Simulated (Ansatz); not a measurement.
# Mn (element-swapped structure): how the settings move a single-point run

Aim: see which settings change the result for Mn (element-swapped structure), by how much, and at what cost.

Method: reference: DFT PBE, plane waves, PAW, scalar-relativistic, no spin polarisation, in Ansatz 0.2.0.

## (1) The system as given

It takes space group P6_3/mmc (No. 194, hexagonal). Conventional cell: a = 2.463 Å, b = 2.463 Å, c = 4.645 Å, α = 90.00°, β = 90.00°, γ = 120.00°. Mn (site symmetry -6m2) has 12 Mn at 2.46 to 2.72 Å as nearest neighbours.

As a file:

```
Mn
1.0
     1.23145    2.13293    0.00000
    -1.23145    2.13293    0.00000
     0.00000    0.00000    4.64471
Mn
2
Cartesian
  0.0000 1.4220 1.1612
  0.0000 2.8439 3.4835
```

## (2) Reference

File input.yaml:

```yaml
crystal:
  lattice:
    - [1.231446, 2.132927, 0.0]
    - [-1.231446, 2.132927, 0.0]
    - [0.0, 0.0, 4.64471]
  atoms:
    - { symbol: Mn, position: [0.33333, 0.33334, 0.25] }
    - { symbol: Mn, position: [0.66666, 0.66667, 0.75] }
  symmetry: { tolerance: 0.0003 }
kpoints:
  mp_grid: { grid: [8, 8, 4], shift: [0, 0, 0] }
magnetization:
  spin_polarized: false
scf:
  occupations: { method: tetrahedron }
hamiltonian:
  pseudopotentials: { kind: paw }
  xc: pbe
basis:
  ecutwfc: 420
output:
  forces: true
  stress: true
  eigenvalues: true
```

Run with:

```
$ ansatz run input.yaml --threads 1 --pin off --max-ram 2560MiB --backend cpu --events-out ev --progress --plain --runs-dir out
```

## (3) Changing settings: chi_scale 0.1, hubbard.sites [{species: Mn, l: d, u_eff: 3.0}], hubbard.double_counting amf, dispersion d4

Edit input.yaml of step 2 so:

```diff
@@ -15,2 +15,3 @@
   occupations: { method: tetrahedron }
+  initial_density: { chi_scale: 0.1 }
 hamiltonian:
@@ -18,2 +19,4 @@
   xc: pbe
+  hubbard: { sites: [{ species: Mn, l: d, u_eff: 3.0 }], double_counting: amf }
+  dispersion: d4
 basis:
```

## (4) Changing settings: ecutwfc 200 eV

Edit input.yaml of step 2 so:

```diff
@@ -19,3 +19,3 @@
 basis:
-  ecutwfc: 420
+  ecutwfc: "200 eV"
 output:
@@ -24 +24,5 @@
   eigenvalues: true
+  write_density: true
+  write_potential: true
+  elf: true
+  volumetric_format: npy
```

## (5) Changing settings: hubbard.sites [{species: Mn, l: d, u_eff: 5.0}], hubbard.double_counting fll, xc_grid 4

Edit input.yaml of step 2 so:

```diff
@@ -18,4 +18,6 @@
   xc: pbe
+  hubbard: { sites: [{ species: Mn, l: d, u_eff: 5.0 }], double_counting: fll }
 basis:
   ecutwfc: 420
+  xc_grid: 4
 output:
```

## (6) Variant: symmetry.detect false, tolerance left out

Edit input.yaml of step 2 so:

```diff
@@ -8,3 +8,3 @@
     - { symbol: Mn, position: [0.66666, 0.66667, 0.75] }
-  symmetry: { tolerance: 0.0003 }
+  symmetry: { detect: false }
 kpoints:
```

**Question.** What will these runs give? Wanted: for each run, ending; energy change; pressure; gap; force.

As calculated:

| run | ending | energy change | pressure (GPa) | gap (eV) | force (eV/Å) | cycles | time |
| --- | --- | --- | --- | --- | --- | --- | --- |
| reference | converged | 0 | -22.5 | 0.00 | 0.00 | 6 | 0.74 s |
| 1: chi_scale 0.1, hubbard.sites [{species: Mn, l: d, u_eff: 3.0}], hubbard.double_counting amf, dispersion d4 | converged | -414.2 meV/atom (U changed: no physical gain or loss) (offset of the dispersion model) | -24.9 | 0.00 | 0.00 | 9 | 1.8 s |
| 2: ecutwfc 200 eV | converged | +9.75 eV/atom | -46.8 | 0.00 | 0.00 | 7 | 0.47 s |
| 3: hubbard.sites [{species: Mn, l: d, u_eff: 5.0}], hubbard.double_counting fll, xc_grid 4 | converged | +5.67 eV/atom (U changed: no physical gain or loss) | -1.6 | 0.00 | 0.00 | 12 | 1.8 s |
| 4: symmetry.detect false, tolerance left out | converged | 0.0 meV/atom | -22.5 | 0.00 | 0.00 | 9 | 4.6 s |

Times don't compare one to one where runs were asked for different outputs or read a saved state (see the inputs); cycles may leave out searches for a lower state.

Residual by cycle in the longest SCF loop of each run; runs are numbered as in the table. The quantity is the density residual dr2, in eV.

| cycle | reference | run 1 | run 2 | run 3 | run 4 |
| --- | --- | --- | --- | --- | --- |
| 1 | 0.0046 | 2.35 | 3 | 2.35 | 0.0046 |
| 2 | 4.1e-4 | 0.106 | 1.03 | 0.161 | 4.1e-4 |
| 3 | 1.6e-4 | 0.0262 | 0.0382 | 0.0369 | 1.6e-4 |
| 4 | 8.5e-6 | 0.00889 | 0.00346 | 0.0372 | 2.5e-4 |
| 5 | 1.5e-6 | 0.00138 | 3.6e-5 | 0.0124 | 1.8e-4 |
| 6 | 4.4e-8 | 0.00182 | 4.4e-6 | 0.00202 | 3.4e-5 |
| 7 | - | 9.5e-5 | 6.5e-8 | 0.00144 | 2.7e-6 |
| 8 | - | 3.4e-6 | - | 3.2e-4 | 1.2e-7 |
| 9 | - | 4.5e-8 | - | 5.3e-5 | 2.6e-9 |
| 10 | - | - | - | 4.0e-6 | - |
| 11 | - | - | - | 1.5e-7 | - |
| 12 | - | - | - | 4.5e-9 | - |

What this shows: Of the converged runs whose energies compare with the reference's, «ecutwfc 200 eV» moves the energy most (+9.75 eV/atom). Run 2 ran under the cutoff that the potentials recommend, as the log warns, so basis error is mixed into its values. A changed U is a change of model: its shifts are not errors of convergence. The structure is not at rest: the sound run finds -22 GPa, so these are no properties of the relaxed crystal. The reference leaves spin out although Mn can carry a moment, so its state need not be the lowest.

Caveats on the reference run: its mesh is coarse for a cell with so small a gap or none; the structure is made up and not relaxed.
